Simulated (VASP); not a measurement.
## MgO in VASP 6.6.1, single-point calculation

INCAR

```
IBRION = -1
NSW = 0
NELM = 93
LASPH = .TRUE.
SIGMA = 0.02
GGA = PE
NBANDS = 16
EDIFF = 1E-7
ISMEAR = -1
PREC = Accurate
ICHARG = 11
ENCUT = 520
ISIF = 2
LWAVE = .FALSE.
LCHARG = .FALSE.
LREAL = .FALSE.
```

KPOINTS

```
KPOINTS created by Atomic Simulation Environment
0
Gamma
12 12 6
0 0 0
```

POSCAR

```
Mg O
 1.0000000000000000
     3.2882172281021651   -0.0000000000288675    0.0000000000000000
    -1.6441086140260825    2.8476796527125590    0.0000000000000000
     0.0000000000000000    0.0000000000000000    4.9840226120000004
 Mg  O
   2   2
Cartesian
  0.0000000000166671  1.8984531017987498 -0.0568992741510676
  1.6441086140594163  0.9492265508849412  2.4351120318489330
  0.0000000000166671  1.8984531017987498  1.9259077536510683
  1.6441086140594163  0.9492265508849412  4.4179190596510685
```

The recommended PBE PAW datasets give the neutral cell 16 valence electrons.

Command

```
mpirun -np 1 vasp_std
```

Standard output (part)

```
POSCAR found type information on POSCAR MgO
 POSCAR found :  2 types and       4 ions
 LDA part: xc-table for (Slater+PW92), standard interpolation
 WARNING: stress and forces are not correct
 POSCAR, INCAR and KPOINTS ok, starting setup
 WAVECAR not read
 WARNING: CHGCAR is incomplete
|     EEEEEEE  RRRRRR   RRRRRR   OOOOOOO  RRRRRR      ###     ###     ###     |
|     E        R     R  R     R  O     O  R     R     ###     ###     ###     |
|     E        R     R  R     R  O     O  R     R     ###     ###     ###     |
|     EEEEE    RRRRRR   RRRRRR   O     O  RRRRRR       #       #       #      |
|     E        R    R   R    R   O     O  R    R      ###     ###     ###     |
|     EEEEEEE  R     R  R     R  OOOOOOO  R     R     ###     ###     ###     |
|     ERROR: charge density could not be read from file CHGCAR for            |
|     ICHARG>10                                                               |
|       ---->  I REFUSE TO CONTINUE WITH THIS SICK JOB ... BYE!!! <----       |
```

VASP stopped before the first electronic step.

The fault: density file missing or never updated.

The run took about 1.2 s on one core of a shared host (Intel Xeon Platinum 8488C).
